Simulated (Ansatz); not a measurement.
Relaxed AlSb (zinc blende):

```
AlSb
1.0
    0.00000     3.11275     3.11275
    3.11275     0.00000     3.11275
    3.11275     3.11275     0.00000
Sb Al
1 1
Direct
  0.75000   0.75000   0.75000
  0.00000   0.00000   0.00000
```

Scan: atom 1 (Sb, nearest neighbour Al at 2.696 Å; its periodic images, 4.4 Å or more away, move with it) is displaced along Cartesian z, direction (0.000, 0.000, 1.000) in Cartesian axes, by s. The other atoms stay.

Calculation: PBE (plane waves to 420 eV, PAW, scalar-relativistic; Ansatz, a first-principles code). k mesh 10×10×10 (Γ-centred), Fermi-Dirac smearing 0.05 eV. The energy includes the smearing's −TS. As the smearing reaches across the gap at some points, energies and forces of such displacements shift with the k mesh and the smearing. F∥ is the force on the atom along that direction. AlSb was relaxed with its symmetry unable to fall. Spin-orbit coupling is left out, though Sb is heavy. ΔE is measured from the undisplaced structure.

```tsv
s (Å)	F∥ (eV/Å)	ΔE (meV/cell)
-0.540	3.226	979
-0.432	2.805	?
-0.324	2.246	378
-0.216	1.564	?
-0.108	0.802	43
0.000	0.000	0
0.108	-0.802	43
0.216	-1.564	?
0.324	-2.246	378
0.432	-2.805	?
0.540	-3.226	979
```

Task: Some entries are withheld; supply them.

Result: 
- -0.432, ΔE (meV/cell): 652
- -0.216, ΔE (meV/cell): 172
- 0.216, ΔE (meV/cell): 172
- 0.432, ΔE (meV/cell): 652

(A displaced cell: forces are minus the slopes of the energy, force constants its curvatures, and phonons follow from these.)
